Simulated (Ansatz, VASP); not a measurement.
# Two plane-wave programs on TaN

```
Ta N
1.0
     0.00000    2.15579    2.15579
     2.15579    0.00000    2.15579
     2.15579    2.15579    0.00000
Ta N
1 1
Direct
  0.49891 0.50109 0.50109
  0.01403 0.98597 0.98597
```

Change from the starting cell: mode 4 frozen in at -0.061 Å, equal normal strain along x, y and z -0.0083.

Alike in both runs: task single point; functional LDA; k mesh 18 × 18 × 18; occupations gaussian, width 0.15 eV; no spin polarisation.

```csv
,VASP,Ansatz
version,VASP 6.6.1,Ansatz 0.2.0
potentials or method,"VASP PAW LDA potentials, release 64 (Ta_pv, N)","scalar-relativistic, plane waves, PAW"
plane-wave cutoff (eV),520,520
valence electrons in the cell,16,18
```

VASP gave:

| Quantity | Value |
| --- | --- |
| gap on the k mesh at the Fermi level (eV) | none |
| pressure (GPa) | 13.3 |
| largest component of the traceless stress (GPa) | 1.77 |
| rms of the force components (eV/Å) | 0.396 |

Problem. Estimate Ansatz's values.

Solution. gap on the k mesh at the Fermi level (eV): none; pressure (GPa): 10.7; largest component of the traceless stress (GPa): 1.74; rms of the force components (eV/Å): 0.390.

Atom by atom the forces differ by 0.005 eV/Å (rms over components). A gap of «none» marks a metal or a gap that the smearing closes. The two sets of potentials don't hold the same shells in valence. Ansatz warned: «pseudo_functional_mismatch».

Spin-orbit coupling is left out, which matters for the levels of Ta.
